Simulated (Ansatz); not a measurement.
# TiC: the cost of one run

Computed with Ansatz 0.2.0 (DFT PBEsol, scalar-relativistic, plane waves, PAW, unless a step's input says otherwise).

2 further runs of the same task are left out: 2 set aside as unsound or not needed. Runs told in other sessions of the task aren't counted.

## 1. Starting point

It takes space group Fm-3m (No. 225, cubic). Conventional cell: a = 4.293 Å, b = 4.293 Å, c = 4.293 Å, α = 90.00°, β = 90.00°, γ = 90.00°. Around Ti (site symmetry m-3m) lie 6 C at 2.15 Å. Around C (site symmetry m-3m) lie 6 Ti at 2.15 Å.

Structure file:

```
CELL_PARAMETERS angstrom
0.00000 -2.14669 -2.14669
0.00000 2.14669 -2.14669
4.29337 0.00000 0.00000
ATOMIC_POSITIONS crystal
Ti 0.50000 0.50000 0.50000
Ti 0.00000 0.00000 0.00000
C 0.50000 0.50000 0.00000
C 0.00000 0.00000 0.50000
```

It is built from the cell relaxed beforehand with the same method (9.89 Å³/atom).

## 2. Zero of energy

The cell is repeated 2 times, 4 atoms in all. The reference gives a free energy of -5444.8421 eV, pressure -0.02 GPa, largest force 0.000 eV/Å and gap on the mesh none (metal). It was computed beforehand with the settings of the runs below.

## 3. The scan: freezing in a mode

Mode 7 of the phonon run on this cell, counted from the lowest, is frozen in: each atom moves by x times its row below, so x is the largest displacement.

```
atom     ux      uy     uz
 Ti1  0.000  -0.061  0.000
 Ti2  0.000   0.061  0.000
  C3  0.000  -1.000  0.000
  C4  0.000   1.000  0.000
```

## 4. Point x = -0.200 Å

input.yaml

```yaml
crystal:
  lattice:
    - [0.0, -2.1466854843, -2.1466854843]
    - [0.0, 2.1466854843, -2.1466854843]
    - [4.2933709686, 0.0, 0.0]
  atoms:
    - { symbol: Ti, position: [0.4971412399, 0.5028587601, 0.5] }
    - { symbol: Ti, position: [0.0028587601, -0.0028587601, 0.0] }
    - { symbol: C, position: [0.4534165574, 0.5465834426, 0.0] }
    - { symbol: C, position: [0.0465834426, -0.0465834426, 0.5] }
basis:
  ecutwfc: 420
kpoints:
  mp_grid: { grid: [20, 20, 14] }
hamiltonian:
  xc: pbesol
scf:
  occupations: { method: gaussian, width: 0.15 }
output:
  forces: true
  stress: true
  eigenvalues: true
```

The run is started by

```sh
$ ansatz run input.yaml --threads 2 --pin off --max-ram 5120MiB --backend cpu --events-out ev --progress --plain --runs-dir out
```

Q: Estimate wall time and peak memory on 2 threads of Arm Neoverse V2, shared host.

About 18 s, with a peak of 0.79 GiB.
